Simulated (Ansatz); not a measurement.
# HfC (Fm-3m) in Ansatz: notebook

One crystal, HfC, is run at these levels: Slater exchange only, PBE, LDA; tasks: single point, electron localisation function, relaxation of cell and atoms.

Everything below comes from runs of Ansatz 0.2.0. Logs are shortened: lines on timing, memory, paths and dates and some standing lists are left out, and cuts for length are marked.

## 1. The undisturbed crystal

Symmetry: Fm-3m, No. 225, cubic system. Conventional cell: a = 4.650 Å, b = 4.650 Å, c = 4.650 Å, α = 90.00°, β = 90.00°, γ = 90.00°. Hf (site symmetry m-3m) is surrounded by 6 C at 2.33 Å. C (site symmetry m-3m) is surrounded by 6 Hf at 2.33 Å.

## 2. Single point, Slater exchange only, collinear spin, ferromagnetic start (atoms moved at random, drawn with an rms of 0.15 Å)

input.yaml

```yaml
crystal:
  lattice:
    - [0.0, 2.325, 2.325]
    - [2.325, 0.0, 2.325]
    - [2.325, 2.325, 0.0]
  atoms:
    - { symbol: Hf, position: [0.488589, 0.497693, 0.501815], spin: 1.0 }
    - { symbol: C, position: [0.003386, -0.03763, 0.033093] }
kpoints:
  mp_grid: { grid: [10, 10, 10] }
scf:
  occupations: { method: fermi_dirac, width: 0.1 }
hamiltonian:
  xc: { exchange: slater, correlation: none }
  pseudopotentials: { kind: all_electron, lapw: { basis_error: 0.001 } }
magnetization:
  spin_polarized: true
  initial_magnetization: 1.0
  spin_locking: { lock_magnetization: hard }
output:
  forces: true
  stress: true
  eigenvalues: true
```

Potentials or basis: all-electron LAPW, scalar-relativistic.

Started as:

```bash
$ ansatz run input.yaml --threads 1 --pin off --max-ram 2560MiB --backend cpu --events-out ev --progress --plain --runs-dir out
```

Output:

```text
Warning: RAYON_NUM_THREADS=1 ignored (pool sized by the plan → 1); use --threads N
LAPW: plane waves up to 9.383 Å⁻¹, error target 1.0e-3 eV per atom; small_component_spin mean_spin; C in spheres of 0.904 Å, 6 of its electrons in bands, Dirac shells []; Hf in spheres of 1.314 Å, 42 of its electrons in bands, Dirac shells [] (how accurate: hamiltonian.pseudopotentials.lapw.basis_error, Limitations)
Engine: ansatz 0.2.0, x86_64-unknown-linux-gnu
Pseudopotentials: kind: all_electron
Pseudopotential: Hf, LAPW, valence charge 42, lapw/all_electron/scalar/gaussian/Hf, Koelling and Harmon's equation, gaussian nucleus
Pseudopotential: C, LAPW, valence charge 6, lapw/all_electron/scalar/gaussian/C, Koelling and Harmon's equation, gaussian nucleus
Functional definition: unnamed
  exchange = slater_x
  correlation = 0
Crystal: 2 atoms, lattice volume = 25.136 Å³
Basis set: ecut = 335.45714716770374 eV, 339 PW (Γ), exchange–correlation at level 2
Bands: 30, of which v1, the nominal top of the filled ones, is band 24 counted from 1 (23 counted from 0)
Symmetry: 1 space group operations
Space group: P1 (ITA 1), of the structure as read, at distance tolerance 2.9e-5 Å
Magnetic group: BNS 1.1 (UNI 1), of the structure as read, at distance tolerance 2.9e-5 Å
k-points: 504 of 1000 (time reversal used)
Non-local potential: Hf, projectors of the file, none
Non-local potential: C, projectors of the file, none
Initial density: superposition of atomic densities (chi_scale 0.1, normalization cell, long waves kept (reshape's long-wave potential 0.00 eV rms))
Starting moments: Σ|m| = 1 μB on 1 of 2 sites
Initial wavefunctions: plane waves of lowest kinetic energy (no species holds an atomic orbital)
Functional: x = slater, c = none
iter 1 solved again at ethr=8.37e-3 eV; its pass at ethr=1.00e-1 eV (dr2=4.02e0 eV) is discarded
SCF iter   1: F=—  HF=-410824.235527 eV  |F-HF|=—  |Δ(HF+E_count)|=         —  Δρ=6.78e-2 (↑6.78e-2 ↓3.84e-2)  dr2=4.02e0  dr2_m=5.74e-2  M=1.000 μB ∫|m|=1.003 μB  β_m=0.30  ethr=8.37e-3  ⟨swp⟩=2.0  Hψ=187382  notcnv=0
preconditioner: auto → Kerker (q_TF=auto, 3.039 Å⁻¹)  [metal: Δε(μ)=0.001 eV  Ē_g=18.024 eV  σ=0.100 eV  W_gap=0.00  n_scr=14 (ndim 8)  ℏωp=39.2 eV  f_vac=0.000  D(μ)=1.09/eV (n_scr^D=14)]
spin=Collinear: Kerker preconditioning applied to the charge; magnetization (m = ρ↑ − ρ↓) channel mixes plain (no charge-response kernel on spin).
SCF iter   2: F=—  HF=-410823.362906 eV  |F-HF|=—  |Δ(HF+E_count)|=   8.73e-1  Δρ=4.24e-2 (↑4.24e-2 ↓2.10e-2)  dr2=1.47e0  dr2_m=3.16e-2  M=1.000 μB ∫|m|=1.003 μB  β_m=0.42  ethr=8.37e-3  ⟨swp⟩=2.5  Hψ=87616  notcnv=0
SCF iter   3: F=—  HF=-410823.096727 eV  |F-HF|=—  |Δ(HF+E_count)|=   2.66e-1  Δρ=1.86e-2 (↑1.86e-2 ↓8.88e-3)  dr2=2.62e-1  dr2_m=8.27e-3  M=1.000 μB ∫|m|=1.002 μB  β_m=0.50  ethr=3.06e-3  ⟨swp⟩=3.0  Hψ=87775  notcnv=0
SCF iter   4: F=—  HF=-410823.068976 eV  |F-HF|=—  |Δ(HF+E_count)|=         —  Δρ=8.12e-3 (↑8.12e-3 ↓4.37e-3)  dr2=4.52e-2  dr2_m=2.13e-3  M=1.000 μB ∫|m|=1.001 μB  β_m=0.50  ethr=5.45e-4  ⟨swp⟩=2.5  Hψ=92518  notcnv=0
Mixer restart at iter 4: flushing history
the basis was enlarged: its passes take 194.2 KiB over the memory plan, 2 of 2 planned eigensolver slots
SCF iter   5: F=—  HF=-410823.063568 eV  |F-HF|=—  |Δ(HF+E_count)|=   5.41e-3  Δρ=6.49e-3 (↑6.49e-3 ↓3.59e-3)  dr2=3.58e-2  dr2_m=9.18e-4  M=1.000 μB ∫|m|=1.001 μB  β_m=0.53  ethr=9.41e-5  ⟨swp⟩=2.0  Hψ=87368  notcnv=0
SCF iter   6: F=—  HF=-410823.059956 eV  |F-HF|=—  |Δ(HF+E_count)|=   3.61e-3  Δρ=4.17e-3 (↑4.17e-3 ↓2.54e-3)  dr2=1.55e-2  dr2_m=3.47e-4  M=1.000 μB ∫|m|=1.001 μB  β_m=0.59  ethr=7.45e-5  ⟨swp⟩=2.0  Hψ=86789  notcnv=0
iter 7 solved again at ethr=2.18e-6 eV; its pass at ethr=3.22e-5 eV (dr2=1.05e-3 eV) is discarded
SCF iter   7: F=—  HF=-410823.058424 eV  |F-HF|=—  |Δ(HF+E_count)|=   1.53e-3  Δρ=9.58e-4 (↑7.15e-4 ↓9.58e-4)  dr2=1.05e-3  dr2_m=7.13e-6  M=1.000 μB ∫|m|=1.001 μB  β_m=0.70  ethr=2.18e-6  ⟨swp⟩=2.0  Hψ=146808  notcnv=0
SCF iter   8: F=—  HF=-410823.058543 eV  |F-HF|=—  |Δ(HF+E_count)|=   1.19e-4  Δρ=3.73e-4 (↑3.22e-4 ↓3.73e-4)  dr2=1.30e-4  dr2_m=5.45e-6  M=1.000 μB ∫|m|=1.001 μB  β_m=0.85  ethr=2.18e-6  ⟨swp⟩=2.0  Hψ=87083  notcnv=0
SCF iter   9: F=—  HF=-410823.058566 eV  |F-HF|=—  |Δ(HF+E_count)|=   2.27e-5  Δρ=7.23e-5 (↑7.23e-5 ↓5.96e-5)  dr2=5.18e-6  dr2_m=2.47e-8  M=1.000 μB ∫|m|=1.001 μB  β_m=0.92  ethr=2.71e-7  ⟨swp⟩=2.3  Hψ=87722  notcnv=0
SCF iter  10: F=—  HF=-410823.058566 eV  |F-HF|=—  |Δ(HF+E_count)|=   2.62e-9  Δρ=1.66e-5 (↑1.31e-5 ↓1.66e-5)  dr2=1.86e-7  dr2_m=9.37e-9  M=1.000 μB ∫|m|=1.001 μB  β_m=0.96  ethr=1.08e-8  ⟨swp⟩=2.0  Hψ=87086  notcnv=0
SCF iter  11: F=—  HF=-410823.058566 eV  |F-HF|=—  |Δ(HF+E_count)|=   1.15e-8  Δρ=2.94e-6 (↑2.94e-6 ↓2.89e-6)  dr2=3.85e-9  dr2_m=7.74e-10  M=1.000 μB ∫|m|=1.001 μB  β_m=0.91  ethr=3.87e-10  ⟨swp⟩=2.5  Hψ=88861  notcnv=0
SCF iter  12: F=-410823.058566 eV  HF=-410823.058566 eV  |F-HF|=1.69e-9  |Δ(HF+E_count)|=   2.56e-9  Δρ=1.24e-6 (↑1.24e-6 ↓9.41e-7)  dr2=1.48e-9  dr2_m=1.77e-11  M=1.000 μB ∫|m|=1.001 μB  ethr=8.02e-12  ⟨swp⟩=3.0  Hψ=90456  notcnv=0
SCF 1 converged in 12 iterations: F = -410823.058566 eV  dr2 = 1.48e-9
SCF converged after 12 iterations
Stability checked in part: among states of this total moment the steps that led to this state did not find it unstable. No probe was made; neither looks for a lower state of another moment (fixed_total_moment; see scf.lower_state_search)
Magnetization: 1.0000 μB (24.5000 up, 23.5000 down)
Absolute magnetization: 1.0007 μB (∫|ρ↑−ρ↓|)
Spin contamination: 0.0016 ħ² per cell (⟨S²⟩ above its minimum at these occupations)
Per-site moments (μB) at R_I (Å): [(0.30582873813226996, 1.3141389577995082), (0.36670957347647803, 0.9042699468503826)]
Free energy (F): -410823.058566 eV
Harris-Foulkes:  -410823.058566 eV  (|F-HF|=1.69e-9)
Internal energy: -410823.030334 eV  (E = F + TS)
E sigma→0 (E₀):  -410823.044450 eV
Entropy (-TS):   -0.028232 eV (-14.116 meV/atom)
Fermi energy:    22.056489 (↑ 23.743755, ↓ 20.369222) eV
--- Per-component energies (eV) ---
  E_band       = -4182.674453
  E_kinetic    = 457053.582033
  E_xc         = -8093.491125
  E_electrostatic = -859783.121242  (all electrons and nuclei)
  E_smearing   = -0.028232  (= −TS)
  E_closure    = 0.000000  (closes the sum)
  E_atoms      = -410805.527215  (free atoms, spherical and without spin; not in F)
  Σ components = -410823.058566   (vs F -410823.058566, Δ=0.00e0)
  Basis errors (estimates in eV, not in F): energy 4.0e-4 per atom: plane waves 3.7e-4 (2.1e-4 summed), levels above the bands 1.2e-40, relativity 8.2e-9, radial functions 3.0e-5, core shells 4.0e-7; eigenvalues (radial functions only) 9.9e-6; not estimated: angular momenta, meshes, grids; target (lapw.basis_error) 1.0e-3; muffin-tin radii C 0.904 Å, Hf 1.314 Å
--- Forces (eV/Å), atoms counted from 1 ---
  atom   1  Hf    -0.07985205     0.97022768    -0.41313955
  atom   2  C      0.07985208    -0.97022965     0.41314089
  max |Σ_I F_I| component: 1.98e-6 eV/Å
--- Stress (GPa, compression-positive) ---
        3.256190       0.047284      -0.022179
        0.047284       6.842927       0.238629
       -0.022179       0.238629       3.958363
  P = ⅓ Tr σ = 4.6858 GPa (46.858 kbar)
--- Band table (eV; the first three rows and the last of 1008) ---
  k-point 0 ↑: bands = ["-349.4126", "-349.4112", "-349.4110", "-239.7481", "-177.8126", "-177.8124", "-177.8113", "-177.8025", "-177.8015", "-39.0203", "-7.5969", "-7.5855", "-7.5827", "9.0610", "11.1353", "11.1367", "11.1386", "11.1410", "11.2332", "11.2338", "11.2345", "21.7313", "21.7709", "21.9609", "22.8408", "23.3099", "23.3679", "24.9939", "25.2703", "28.0787"]
  k-point 1 ↑: bands = ["-349.4126", "-349.4112", "-349.4110", "-239.7481", "-177.8126", "-177.8124", "-177.8113", "-177.8025", "-177.8015", "-39.0162", "-7.6632", "-7.5987", "-7.5910", "9.3082", "11.1380", "11.1422", "11.1452", "11.1469", "11.2273", "11.2281", "11.2344", "20.6713", "21.1699", "21.3428", "23.1655", "23.3714", "23.6833", "26.0587", "26.2278", "28.6054"]
  k-point 2 ↑: bands = ["-349.4126", "-349.4112", "-349.4110", "-239.7481", "-177.8126", "-177.8124", "-177.8113", "-177.8025", "-177.8015", "-39.0056", "-7.8508", "-7.6175", "-7.6095", "9.9813", "11.1504", "11.1582", "11.1598", "11.1779", "11.2126", "11.2133", "11.2350", "19.0832", "20.0375", "20.1262", "23.8945", "24.0076", "24.2048", "27.9819", "28.0916", "29.7154"]
  k-point 503 ↓: bands = ["-349.3986", "-349.3972", "-349.3970", "-239.4527", "-177.7936", "-177.7933", "-177.7920", "-177.7881", "-177.7874", "-38.8292", "-8.0705", "-7.4496", "-7.4407", "11.0872", "11.2191", "11.2199", "11.2450", "11.2587", "11.2611", "11.2819", "13.8466", "15.8459", "19.0381", "19.0820", "27.1873", "27.2485", "27.7057", "28.5072", "32.9825", "33.2485"]
```

Wall time 13 min (1 thread of AMD EPYC 7R43 (Zen 3), shared host); peak memory 1.6 GiB.

Results:

* Free energy: -410823.0586 eV
* Pressure: 4.7 GPa
* Largest force: 1.058 eV/Å
* Absolute moment: 1.00 μB per cell
* Site moments: Hf +0.31; C +0.37 μB

Forces in eV/Å, atoms in the order of the input:
```
Hf  -0.080  0.970 -0.413
C    0.080 -0.970  0.413
```

Caveat: the total moment is fixed, so each spin has its own Fermi level. Spin-orbit coupling is left out, which matters for the levels of Hf.

## 3. Electron localisation function, PBE (volume scaled by 1.04)

input.yaml

```yaml
crystal:
  lattice: { a: 4.71119123, b: 4.71119123, c: 4.71119123, alpha: 90.0, beta: 90.0, gamma: 90.0 }
  space_group: 225
  setting: { hermann_mauguin: Fm-3m }
  reduce_to_primitive: true
  atoms:
    - { symbol: Hf, position: [0.5, 0.0, 0.0] }
    - { symbol: C, position: [0.0, 0.0, 0.0] }
kpoints:
  mp_grid: { grid: [10, 10, 10] }
scf:
  occupations: { method: fermi_dirac, width: 0.15 }
hamiltonian:
  xc: pbe
  pseudopotentials: { kind: all_electron, datasets: crystal }
output:
  forces: true
  stress: true
  eigenvalues: true
  elf: true
  volumetric_format: npy
```

Potentials or basis: all-electron PAW datasets made for the crystal.

Started as:

```bash
$ ansatz run input.yaml --threads 1 --pin off --max-ram 2560MiB --backend cpu --events-out ev --progress --plain --runs-dir out
```

Wall time 11 s (1 thread of AMD EPYC 7R43 (Zen 3), shared host); peak memory 0.48 GiB.

It converged, with:

```
Free energy            : -411288.9283 eV
Pressure               : -8.2 GPa
Band gap on the k mesh : none (metal or under the smearing width)
```

Levels at points of the mesh, in eV from the Fermi level:
```csv
k point,band 11,band 12,band 13,band 14,band 15,band 16,band 17,band 18,band 19
"(0.00, 0.00, 0.00)",-11.19,-11.19,1.01,1.01,1.01,1.35,1.35,1.35,3.24
"(0.00, 0.00, -0.50)",-11.19,-8.51,-5.99,-2.89,-2.89,5.06,5.06,5.50,6.35
"(0.00, -0.50, -0.50)",-11.21,-10.28,-2.66,-1.67,-0.13,-0.13,5.05,6.40,6.40
```

The run has no spin-orbit coupling, so splittings on Hf are missing.

## 4. Relaxation of cell and atoms, LDA, collinear spin, random start (volume scaled by 0.88)

input.yaml

```yaml
crystal:
  lattice:
    - [0.0, 2.2280102335, 2.2280102335]
    - [2.2280102335, 0.0, 2.2280102335]
    - [2.2280102335, 2.2280102335, 0.0]
  atoms:
    - { symbol: Hf, position_ang: [2.2280102335, 2.2280102335, 2.2280102335], spin: 0.06 }
    - { symbol: C, position_ang: [0.0, 0.0, 0.0] }
kpoints:
  mp_grid: { grid: [10, 10, 10] }
scf:
  occupations: { method: gaussian, width: 0.025 }
hamiltonian:
  xc: lda
  pseudopotentials:
    kind: all_electron
    lapw: { basis_error: 0.001 }
    relativity: none
magnetization:
  spin_polarized: true
output:
  forces: true
  stress: true
relax:
  f_tol: 0.005
  max_steps: 60
  cell: {}
```

Potentials or basis: all-electron LAPW, non-relativistic.

Started as:

```bash
$ ansatz run input.yaml --threads 1 --pin off --max-ram 2560MiB --backend cpu --events-out ev --progress --plain --runs-dir out
```

Run time: 3.3 min. Hardware: 1 thread of AMD EPYC 7R43 (Zen 3), shared host; peak memory 0.48 GiB.

The run converged. Its results:

```
Free energy                            : -390636.8393 eV
Relaxed volume                         : 12.56 Å³/atom
Relaxed cell                           : a = 3.287 Å, b = 3.287 Å, c = 3.287 Å, α = 60.00°, β = 60.00°, γ = 60.00°
Space group after relaxing (to 0.05 Å) : Fm-3m (No. 225)
Energy gained by relaxing              : 169.3 meV/atom
Ionic steps                            : 5
Pressure after relaxing                : 0.0 GPa
Net moment                             : 0.00 μB per cell
Absolute moment                        : 0.00 μB per cell
```

The path:
| step | energy change (eV) | largest force (eV/Å) | volume (Å³) |
| --- | --- | --- | --- |
| 1 | 0.0000 | 0.0000 | 22.12 |
| 2 | -0.3338 | 0.0000 | 25.52 |
| 3 | -0.3385 | 0.0000 | 25.18 |
| 4 | -0.3387 | 0.0000 | 25.11 |
| 5 | -0.3387 | 0.0000 | 25.11 |

Final structure:
```yaml
crystal:
  lattice:
    - [0.00000, 2.32433, 2.32433]
    - [2.32433, 0.00000, 2.32433]
    - [2.32433, 2.32433, 0.00000]
  atoms:
    - { symbol: Hf, position: [0.50000, 0.50000, 0.50000] }
    - { symbol: C, position: [0.00000, 0.00000, 0.00000] }
```

Caveat: relativity is left out, which matters for the heavier elements; the starting moments weren't kept. Spin-orbit coupling is left out, which matters for the levels of Hf.

## 5. Summary

| task | level | potentials or basis | spin | fixed moment (μB) | cell | cutoff (eV) | smearing | basis error allowed | pressure (GPa) |
| --- | --- | --- | --- | --- | --- | --- | --- | --- | --- |
| single point | Slater exchange only | all-electron LAPW, scalar-relativistic | collinear, ferromagnetic start | 1.0 | atoms moved at random, drawn with an rms of 0.15 Å | 335 | fermi-dirac 0.1 eV | 0.001 eV/atom | 4.7 |
| electron localisation function | PBE | all-electron PAW datasets made for the crystal | off | - | volume scaled by 1.04 | 400 | fermi-dirac 0.15 eV | - | -8.2 |
| relaxation of cell and atoms | LDA | all-electron LAPW, non-relativistic | collinear, random start | - | relaxed from: volume scaled by 0.88 | - | gaussian 0.025 eV | 0.001 eV/atom | 0.0 |

Alike in all rows: k mesh 10 × 10 × 10.

Caveats: the total moment is fixed, so each spin has its own Fermi level (some runs); relativity is left out, which matters for the heavier elements (some runs); the starting moments weren't kept (some runs).

Compare energies only between runs with the same functional and basis.
